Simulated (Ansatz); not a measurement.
## PtSe2 (P-3m1) at 3 levels of theory

One geometry, relaxed with PBE; plane waves with PAW potentials in Ansatz, scalar-relativistic. No spin polarisation. Gaps are the least over mesh and band path; pressure is positive in compression.

```cif
data_structure
_symmetry_space_group_name_H-M 'P 1'
_symmetry_Int_Tables_number 1
_cell_length_a 3.7515
_cell_length_b 3.7515
_cell_length_c 6.5142
_cell_angle_alpha 90.000
_cell_angle_beta 90.000
_cell_angle_gamma 120.000
_cell_volume 79.40
loop_
_atom_site_label
_atom_site_type_symbol
_atom_site_fract_x
_atom_site_fract_y
_atom_site_fract_z
_atom_site_occupancy
Pt1 Pt 0.00000 0.00000 0.00000 1
Se1 Se 0.33333 0.66667 0.20060 1
Se2 Se 0.66667 0.33333 0.79940 1
```

```
level  cutoff (eV)   k mesh  gap (eV)  pressure (GPa)
  PBE          420  12×12×4      0.89             0.0
```

What comes out on the same cell with r2SCAN, LDA?

```json
{"level": "r2SCAN", "cutoff (eV)": "500", "k mesh": "12×12×4", "gap (eV)": "1.08", "pressure (GPa)": "-2.1"}
{"level": "LDA", "cutoff (eV)": "420", "k mesh": "12×12×4", "gap (eV)": "0.79", "pressure (GPa)": "-5.4"}
```

Spin-orbit coupling matters for the bands of heavy elements and is left out. The cell holds layers, chains or molecules and no dispersion correction was added, so their binding is poorly described.

It was relaxed from a cell as deposited in COD.
